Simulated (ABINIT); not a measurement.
# BaS (Fm-3m) in ABINIT: settings compared, part 2 of 2

ABINIT 10.8.3 (patched build).

**3. Equation of state, HCTH407**

run.abi

```
# Datasets: one volume each
ndtset 7
getwfk -1
scalecart1 3*0.9795861087
scalecart2 3*0.9864848297
scalecart3 3*0.9932883884
scalecart4 3*1.0000000000
scalecart5 3*1.0066227096
scalecart6 3*1.0131594038
scalecart7 3*1.0196128224

# Pseudopotentials
pp_dirpath "./"
pseudos "Ba.GGA_PBE-JTH.xml, S.GGA_PBE-JTH.xml"

# Structure
acell 3*1.0
rprim
     0.0000000000     6.0353128105     6.0353128105
     6.0353128105     0.0000000000     6.0353128105
     6.0353128105     6.0353128105     0.0000000000
ntypat 2
znucl 56 16
natom 2
typat 1 2
xred
     0.0000000000     0.0000000000     0.0000000000
     0.5000000000     0.5000000000     0.5000000000

# Plane-wave basis
ecut 20.0
pawecutdg 40.0

# k points
kptopt 1
ngkpt 7 7 7
nshiftk 1
shiftk 0.0 0.0 0.0

# Exchange and correlation
ixc 27

# Bands and occupations
nband 12
occopt 3
tsmear 0.05 eV

# SCF cycle
nstep 100
tolvrs 1.0e-9

# Output
iomode 3
prtwf 1
prtden 0
prteig 0
prtebands 0
```

Potentials or basis: JTH PAW PBE v2.0.

Command:

```
$ abinit run.abi > log 2>&1
```

run.abo:

```text
.Version 10.8.3 of ABINIT
 DATASET    1 : space group Fm -3 m (#225); Bravais cF (face-center cubic)
================================================================================
 Values of the parameters that define the memory need for DATASET  1.
     intxc =       0    ionmov =       0      iscf =       7    lmnmax =      18
     lnmax =       6     mgfft =      36  mpssoang =       3    mqgrid =    3001
     natom =       2  nloc_mem =       2    nspden =       1   nspinor =       1
    nsppol =       1      nsym =      48    n1xccc =       1    ntypat =       2
    occopt =       3   xclevel =       2
       mpw =        1788          nfft =       46656          nkpt =          20
 PAW method is used; the additional fine FFT grid is defined by:
   mgfftf=        48    nfftf =    110592
================================================================================
================================================================================
[... 71 lines left out ...]
 DATASET    7 : space group Fm -3 m (#225); Bravais cF (face-center cubic)
================================================================================
 Values of the parameters that define the memory need for DATASET  7.
     intxc =       0    ionmov =       0      iscf =       7    lmnmax =      18
     lnmax =       6     mgfft =      36  mpssoang =       3    mqgrid =    3001
     natom =       2  nloc_mem =       2    nspden =       1   nspinor =       1
    nsppol =       1      nsym =      48    n1xccc =       1    ntypat =       2
    occopt =       3   xclevel =       2
       mpw =        2010          nfft =       46656          nkpt =          20
 PAW method is used; the additional fine FFT grid is defined by:
   mgfftf=        50    nfftf =    125000
================================================================================
================================================================================

--------------------------------------------------------------------------------
------------- Echo of variables that govern the present computation ------------
--------------------------------------------------------------------------------
 -outvars: echo values of preprocessed input variables --------
            acell      1.0000000000E+00  1.0000000000E+00  1.0000000000E+00 Bohr
              amu      1.37327000E+02  3.20660000E+01
             ecut      2.00000000E+01 Hartree
           getwfk          -1
             iscf           7
              ixc          27
           jdtset        1    2    3    4    5    6    7
         kptrlatt        7    0    0      0    7    0      0    0    7
          kptrlen1     5.85268891E+01
          kptrlen2     5.89390638E+01
          kptrlen3     5.93455530E+01
          kptrlen4     5.97465486E+01
          kptrlen5     6.01422326E+01
          kptrlen6     6.05327776E+01
          kptrlen7     6.09183471E+01
            natom           2
            nband          12
           ndtset           7
            ngfft          36      36      36
          ngfftdg1         48      48      48
          ngfftdg2         48      48      48
          ngfftdg3         50      50      50
          ngfftdg4         50      50      50
          ngfftdg5         50      50      50
          ngfftdg6         50      50      50
          ngfftdg7         50      50      50
             nkpt          20
            nstep         100
             nsym          48
           ntypat           2
           occopt           3
        pawecutdg      4.00000000E+01 Hartree
         pawxcdev           0
           prtden           0
[... 40 lines left out ...]
           xangst7     0.0000000000E+00  0.0000000000E+00  0.0000000000E+00
                       3.2563884493E+00  3.2563884493E+00  3.2563884493E+00
            xcart1     0.0000000000E+00  0.0000000000E+00  0.0000000000E+00
                       5.9121085908E+00  5.9121085908E+00  5.9121085908E+00
            xcart2     0.0000000000E+00  0.0000000000E+00  0.0000000000E+00
                       5.9537445301E+00  5.9537445301E+00  5.9537445301E+00
            xcart3     0.0000000000E+00  0.0000000000E+00  0.0000000000E+00
                       5.9948061350E+00  5.9948061350E+00  5.9948061350E+00
            xcart4     0.0000000000E+00  0.0000000000E+00  0.0000000000E+00
                       6.0353128105E+00  6.0353128105E+00  6.0353128105E+00
            xcart5     0.0000000000E+00  0.0000000000E+00  0.0000000000E+00
                       6.0752829346E+00  6.0752829346E+00  6.0752829346E+00
            xcart6     0.0000000000E+00  0.0000000000E+00  0.0000000000E+00
                       6.1147339288E+00  6.1147339288E+00  6.1147339288E+00
            xcart7     0.0000000000E+00  0.0000000000E+00  0.0000000000E+00
                       6.1536823288E+00  6.1536823288E+00  6.1536823288E+00
             xred      0.0000000000E+00  0.0000000000E+00  0.0000000000E+00
                       5.0000000000E-01  5.0000000000E-01  5.0000000000E-01
            znucl       56.00000   16.00000

================================================================================

 chkinp: Checking input parameters for consistency, jdtset=   1.

 chkinp: Checking input parameters for consistency, jdtset=   2.
[... 40 lines left out ...]
 getcut: wavevector=  0.0000  0.0000  0.0000  ngfft=  48  48  48
         ecut(hartree)=     40.000   => boxcut(ratio)=   2.01646

--- Pseudopotential description ------------------------------------------------
- pspini: atom type   1  psp file is ./Ba.GGA_PBE-JTH.xml
 Pseudopotential format is: paw10
 basis_size (lnmax)=  6 (lmn_size= 18), orbitals=   0   0   1   1   2   2
 Spheres core radius: rc_sph= 2.31518568
 Shapefunction is SIN type: shapef(r)=[sin(pi*r/rshp)/(pi*r/rshp)]**2
 Radius for shape functions =  1.90897922
 Compensation charge density is not taken into account in XC energy/potential

- pspini: atom type   2  psp file is ./S.GGA_PBE-JTH.xml
 Pseudopotential format is: paw10
 basis_size (lnmax)=  4 (lmn_size=  8), orbitals=   0   0   1   1
 Spheres core radius: rc_sph= 1.90380259
 Shapefunction is SIN type: shapef(r)=[sin(pi*r/rshp)/(pi*r/rshp)]**2
 Radius for shape functions =  1.40128485
 Compensation charge density is not taken into account in XC energy/potential

   1.03873941E+03                                ecore*ucvol(ha*bohr**3)
--------------------------------------------------------------------------------

================================================================================

--- !BeginCycle
iteration_state: {dtset: 1, }
solver: {iscf: 7, nstep: 100, nline: 4, wfoptalg: 10, }
tolerances: {tolvrs: 1.00E-09, }
...
[... 1267 lines left out ...]
-Cartesian components of stress tensor (GPa)         [Pressure=  9.2068E-01 GPa]
- sigma(1 1)= -9.20678628E-01  sigma(3 2)=  0.00000000E+00
- sigma(2 2)= -9.20678628E-01  sigma(3 1)=  0.00000000E+00
- sigma(3 3)= -9.20678628E-01  sigma(2 1)=  0.00000000E+00

== END DATASET(S) ==============================================================
================================================================================

 -outvars: echo values of variables after computation  --------
            acell      1.0000000000E+00  1.0000000000E+00  1.0000000000E+00 Bohr
           etotal1    -3.6451628959E+01
           etotal2    -3.6453475791E+01
           etotal3    -3.6454954884E+01
           etotal4    -3.6456130356E+01
           etotal5    -3.6457013628E+01
           etotal6    -3.6457635778E+01
           etotal7    -3.6458033973E+01
            fcart1    -0.0000000000E+00 -0.0000000000E+00 -0.0000000000E+00
                      -0.0000000000E+00 -0.0000000000E+00 -0.0000000000E+00
            fcart2    -0.0000000000E+00 -0.0000000000E+00 -0.0000000000E+00
                      -0.0000000000E+00 -0.0000000000E+00 -0.0000000000E+00
            fcart3    -0.0000000000E+00 -0.0000000000E+00 -0.0000000000E+00
                      -0.0000000000E+00 -0.0000000000E+00 -0.0000000000E+00
            fcart4    -0.0000000000E+00 -0.0000000000E+00 -0.0000000000E+00
                      -0.0000000000E+00 -0.0000000000E+00 -0.0000000000E+00
            fcart5    -0.0000000000E+00 -0.0000000000E+00 -0.0000000000E+00
                      -0.0000000000E+00 -0.0000000000E+00 -0.0000000000E+00
[... 38 lines left out ...]
                       0.0000000000E+00  0.0000000000E+00  0.0000000000E+00
           xangst1     0.0000000000E+00  0.0000000000E+00  0.0000000000E+00
                       3.1285531325E+00  3.1285531325E+00  3.1285531325E+00
           xangst2     0.0000000000E+00  0.0000000000E+00  0.0000000000E+00
                       3.1505859227E+00  3.1505859227E+00  3.1505859227E+00
           xangst3     0.0000000000E+00  0.0000000000E+00  0.0000000000E+00
                       3.1723147883E+00  3.1723147883E+00  3.1723147883E+00
           xangst4     0.0000000000E+00  0.0000000000E+00  0.0000000000E+00
                       3.1937499978E+00  3.1937499978E+00  3.1937499978E+00
           xangst5     0.0000000000E+00  0.0000000000E+00  0.0000000000E+00
                       3.2149012766E+00  3.2149012766E+00  3.2149012766E+00
           xangst6     0.0000000000E+00  0.0000000000E+00  0.0000000000E+00
                       3.2357778437E+00  3.2357778437E+00  3.2357778437E+00
           xangst7     0.0000000000E+00  0.0000000000E+00  0.0000000000E+00
                       3.2563884493E+00  3.2563884493E+00  3.2563884493E+00
             xred      0.0000000000E+00  0.0000000000E+00  0.0000000000E+00
                       5.0000000000E-01  5.0000000000E-01  5.0000000000E-01
 Calculation completed.
```

It took 2.3 min on 1 thread of Arm Neoverse V1, shared host; peak memory 0.16 GiB.

Results:

| Property | Result |
| --- | --- |
| Equilibrium volume | 35.51 Å³/atom (rough: see the caveat) |
| Bulk modulus | 32 GPa (rough) |

Energy against volume, from the lowest point:
| volume (Å³/atom) | energy (meV/atom) |
| --- | --- |
| 30.622 | 87.14 |
| 31.273 | 62.02 |
| 31.925 | 41.89 |
| 32.576 | 25.90 |
| 33.228 | 13.88 |
| 33.879 | 5.42 |
| 34.531 | 0.00 |

Caveat: pressures at fixed basis lie under the slope of the energies; this set's barium file shifts pressures by 1.5 GPa and gaps by 0.1 eV against other sets; the minimum lies outside the volumes run; the PAW data sets were made with another functional, which shifts forces and pressure a little. Spin-orbit coupling is left out, which matters for the levels of Ba.
